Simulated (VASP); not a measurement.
Sn:

```
Sn
1.0
     5.17046   -2.26270    0.00000
     5.17046    2.26270    0.00000
    -1.63311    0.00000    4.88674
Sn
4
Direct
  0.50000 0.50000 0.00000
  0.00000 0.00000 0.50000
  0.24727 0.24727 0.24464
  0.75273 0.75273 0.75536
```

This isn't the form of Sn at room conditions, which is tetragonal (white tin).

| Property | Result |
| --- | --- |
| Program | VASP 6.6.1 |
| Task | relaxation of cell and atoms |
| Functional | PBEsol |
| Potentials or basis | VASP PAW PBE potentials, release 64 (Sn_d) |
| Cutoff | 300 eV |
| k mesh | 10 × 10 × 10 |
| Occupations | gaussian, width 0.1 eV |
| Spin | no spin polarisation |

At the start: pressure -3.5 GPa; volume 28.59 Å³/atom.

Question: Where does the relaxation end?

Answer: Over 31 steps the energy falls by 56.5 meV/atom and the volume is 26.02 Å³/atom (-9.0 %); space group Immm (No. 71, to 0.05 Å).

Step by step:
```tsv
step	energy change (eV)	largest force (eV/Å)	pressure (GPa)	volume (Å³)
1	0.0000	0.0397	-3.47	114.34
2	-0.1279	0.0617	0.69	104.38
3	-0.1280	0.0612	0.52	104.68
4	-0.1626	0.0578	0.37	104.47
5	-0.1994	0.0447	0.38	103.77
6	-0.2057	0.0369	0.48	103.43
7	-0.2118	0.0242	0.86	102.63
8	-0.2068	0.0111	-1.37	106.66
9	-0.2172	0.0187	-0.13	104.30
10	-0.2198	0.0132	-0.06	104.16
11	-0.2202	0.0114	-0.02	104.10
12	-0.2201	0.0082	0.04	103.99
13	-0.2203	0.0108	0.00	104.06
14	-0.2218	0.0071	0.04	104.00
15	-0.2237	0.0080	0.12	103.87
16	-0.2239	0.0260	0.36	103.53
17	-0.2250	0.0139	0.19	103.73
18	-0.2250	0.0185	0.24	103.66
19	-0.2252	0.0169	-0.21	104.44
20	-0.2254	0.0174	-0.01	104.11
21	-0.2257	0.0122	0.01	104.07
22	-0.2259	0.0077	0.04	104.02
23	-0.2259	0.0064	0.04	104.01
24	-0.2259	0.0058	0.05	104.00
25	-0.2259	0.0079	0.05	104.01
26	-0.2259	0.0027	-0.05	104.19
27	-0.2259	0.0056	0.00	104.13
28	-0.2259	0.0029	-0.03	104.15
29	-0.2259	0.0053	-0.02	104.15
30	-0.2259	0.0018	-0.02	104.12
31	-0.2259	0.0020	-0.01	104.10
```

Final structure:
```
Sn
1.0
     5.50608   -1.97920   -0.03733
     5.50608    1.97920   -0.03733
    -1.79128    0.00000    4.78840
Sn
4
Cartesian
  5.5061 0.0000 -0.0373
  -0.8956 0.0000 2.3942
  2.3062 0.0000 1.1785
  6.9147 0.0000 3.5352
```

Caveat: the PAW data sets were made with another functional, which shifts forces and pressure a little.
